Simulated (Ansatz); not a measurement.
Zinc-blende ZnTe was calculated with PBE in Ansatz (PAW).

Run with plane-wave cutoff 520 eV, 10×10×10 k mesh, Fermi–Dirac smearing 0.01 eV, scalar-relativistic PAW data made under PBE.

The cell is scaled about its equilibrium volume:

```
V (Å³/atom)  P (GPa)  direct gap at Γ (eV)
-----------  -------  --------------------
27.720          3.09                 1.368
28.310          1.94                 1.267
28.900          0.92                 1.170
29.489          0.00                 1.077
30.079         -0.82                 0.988
30.669         -1.55                 0.902
31.259         -2.20                 0.820
```

A straight line through the gaps at Γ against ln V gives a volume deformation potential dE_g(Γ)/d ln V of -4.6 eV: the gap at Γ widens under compression.

Measured, for comparison: band gap 2.43 eV (zero-point renormalisation of 40 meV (experimental, the table's column) added back, direct; as tabulated in Miglio et al. (2020), arXiv:2011.12765).

Spin–orbit coupling is not included; with these elements it can move the gap by several tenths of an eV or more.

Ansatz is a quantum-chemistry and plane-wave program.
